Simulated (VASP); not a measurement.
Wanted: the native input for a VASP 6.6.1 run.

```yaml
Task: single point
Functional: PBE
Potentials_or_basis: VASP PAW PBE potentials, release 64 (In_d)
Cutoff: 520 eV
k_mesh: 9 × 9 × 9
Occupations: fermi-dirac, width 0.05 eV
Spin: no spin polarisation
Dipole_correction: no
Further_INCAR_settings: ALGO = Normal; EDIFF = 1e-07; NBANDS = 12
```

The structure of In lies in POSCAR:

```
In
1.0
   -1.8570823541      1.8570823541      1.8570823541
    1.8570823541     -1.8570823541      1.8570823541
    1.8570823541      1.8570823541     -1.8570823541
In
1
Direct
    0.0000000000      0.0000000000      0.0000000000
```

This isn't the form of In at room conditions, which is tetragonal.

The input as run:

INCAR

```
ALGO = Normal ; EDIFF = 1E-7
ENCUT = 520 ; GGA = PE
ISIF = 2 ; ISMEAR = -1
LASPH = T ; LCHARG = F
LREAL = F ; LWAVE = F
NBANDS = 12 ; NELM = 60
PREC = Accurate ; SIGMA = 0.05
```

KPOINTS

```
k-points
0
Gamma
  9 9 9
```

Potentials or basis: VASP PAW PBE potentials, release 64 (In_d).

The run is started by

```sh
$ cat potpaw_PBE.64/In_d/POTCAR > POTCAR
$ mpirun -np 1 vasp_std > vasp.out
```

It gave:

| Item | Value |
| --- | --- |
| Pressure | 3.7 GPa |
| Band gap on the k mesh | none (metal or under the smearing width) |

It took 5.6 s on 1 thread of Intel(R) Xeon(R) Platinum 8559C (Emerald Rapids), on a shared host, peak memory 0.14 GiB.
